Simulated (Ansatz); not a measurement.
**CuO under changes of volume**

One of the cells (10.729 Å³/atom); the others are scaled copies at fixed shape and fractional positions:

```xyz
4
Lattice="2.8795 0.0000 0.0000 0.0391 2.8793 0.0000 0.0175 0.0172 5.1763" Properties=species:S:1:pos:R:3 pbc="T T T"
Cu    0.0195    1.4396    0.0000
Cu    1.4485    0.0086    2.5882
O     2.8881    0.0177    3.8817
O     0.0479    2.8788    1.2947
```

The cell comes from a database or a generator and needn't be the stable form of this composition.

- Program: Ansatz 0.2.0
- Functional: PBEsol
- Potentials or basis: Ansatz PAW
- Cutoff: 420 eV (not typed: the program's choice for these potentials)
- k mesh: 9 × 9 × 5
- Occupations: fermi-dirac, width 0.05 eV
- Spin: no spin polarisation

```tsv
volume (Å³/atom)	energy over the lowest point (meV/atom)	pressure (GPa)	largest force (eV/Å)
10.085	14.63	9.8	0.012
10.300	4.51	5.4	0.012
10.515	0.00	1.5	0.012
10.729	?	?	?
10.944	5.28	-5.2	0.013
11.158	14.14	-7.9	0.014
11.373	26.49	-10.4	0.015
```

Q: What does the run at 10.729 Å³/atom give?

A: Energy over the lowest point 0.41 meV/atom; pressure -2.0 GPa; largest force 0.013 eV/Å.

Worked out: A Birch-Murnaghan fit of order 3 (a polynomial in V^(-2/3)) to the other rows has its minimum at 10.60 Å³/atom with B0 = V·E''(V) = 175 GPa and B' = 4.6 at fixed shape and positions, which overstates the stiffness. It gives 0.43 meV/atom at 10.729 Å³/atom, against the run's 0.41, and -dE/dV = -2.0 GPa, against -2.0.

Energies are extrapolated to zero smearing.

Caveats: the run has no spin polarisation, though such a crystal can be magnetic; the PAW data sets come from PBE, with cores solved anew for the run's functional, which leaves a small shift of forces and pressure.
